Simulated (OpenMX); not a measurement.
CdS:

```xyz
2
Lattice="4.2612 0.0000 0.0000 -2.1306 3.6903 0.0000 0.0000 0.0000 5.8042" Properties=species:S:1:pos:R:3 pbc="T T T"
Cd    0.0000    0.0000    2.5695
S     2.1306    1.2301    2.5208
```

Measurements of this composition are mostly on another form, of space group No. 186.

| Property | Result |
| --- | --- |
| Program | OpenMX 3.8.5 |
| Task | single point |
| Functional | PBE |
| Potentials or basis | OpenMX 2013 PBE set, Cd7.0-s3p2d2, S7.0-s2p2d1f1, grid cutoff 500 Ry |
| k mesh | 7 × 7 × 5 |
| Occupations | fermi-dirac, width 0.05 eV |
| Spin | no spin polarisation |

On this cell: pressure 0.1 GPa; largest force 0.038 eV/Å; band gap on the k mesh 1.67 eV, indirect (least direct gap 1.76 eV).

The same run follows on a disturbed copy (atoms moved at random, drawn with an rms of 0.05 Å):

```
Cd S
1.0
     4.26117    0.00000    0.00000
    -2.13058    3.69028    0.00000
     0.00000    0.00000    5.80417
Cd S
1 1
Direct
  0.99677 0.99241 0.43406
  0.67375 0.33728 0.43192
```

Q: What does the disturbed cell give?

A: The energy moves by +5.0 meV/atom; pressure 0.2 GPa; largest force 0.417 eV/Å; band gap on the k mesh 1.66 eV, indirect (least direct gap 1.68 eV).

Forces on the atoms (eV/Å):
```
Cd   0.160  0.385 -0.003
S   -0.154 -0.386 -0.005
```

Caveats: an odd mesh through Γ misses points on the zone boundary, where band edges often lie; the basis of atomic orbitals isn't converged, which shifts pressures, moduli and gaps.
